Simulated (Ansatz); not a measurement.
# WSe2: the cost of one run

Method: reference: DFT, HSE06, plane waves, PAW, in Ansatz 0.2.0.

2 further runs of the same task are left out: 2 for a known fault of the program.

### 1 Starting point

It takes space group P-3m1 (No. 164, trigonal). The conventional cell has a = 3.315 Å, b = 3.315 Å, c = 6.519 Å, α = 90.00°, β = 90.00°, γ = 120.00°. W (site symmetry -3m) has 6 Se at 2.54 Å as nearest neighbours. Se (site symmetry 3m) is surrounded by 3 W at 2.54 Å.

Coordinates:

```
CELL_PARAMETERS angstrom
3.31534 0.00000 0.00000
-1.65767 2.87117 0.00000
0.00000 0.00000 6.51920
ATOMIC_POSITIONS crystal
W 0.00000 0.00000 0.00000
Se 0.33333 0.66667 0.25717
Se 0.66667 0.33333 0.74283
```

### 2 The reference run

File input.yaml:

```yaml
crystal:
  lattice:
    - [3.3153441817, 0.0, 0.0]
    - [-1.6576720909, 2.8711722836, 0.0]
    - [0.0, 0.0, 6.5191987047]
  atoms:
    - { symbol: W, position: [0.0, 0.0, 0.0] }
    - { symbol: Se, position: [0.3333333333, 0.6666666667, 0.2571683813] }
    - { symbol: Se, position: [0.6666666667, 0.3333333333, 0.7428316187] }
kpoints:
  mp_grid: { grid: [6, 6, 2] }
hamiltonian:
  xc: hse06
scf:
  occupations: { method: fermi_dirac, width: 0.02 }
  n_extra_bands: 4
output:
  forces: true
  stress: true
  eigenvalues: true
  write_density: true
  write_potential: true
  elf: true
  volumetric_format: npy
```

Launch:

```console
> ansatz run input.yaml --threads 4 --pin off --max-ram 3686MiB --backend cpu --events-out ev --progress --plain --runs-dir out
```

What time and memory should one allow on 4 threads of an x86-64 CPU, shared host?

About 80 s, with a peak of 1.3 GiB.
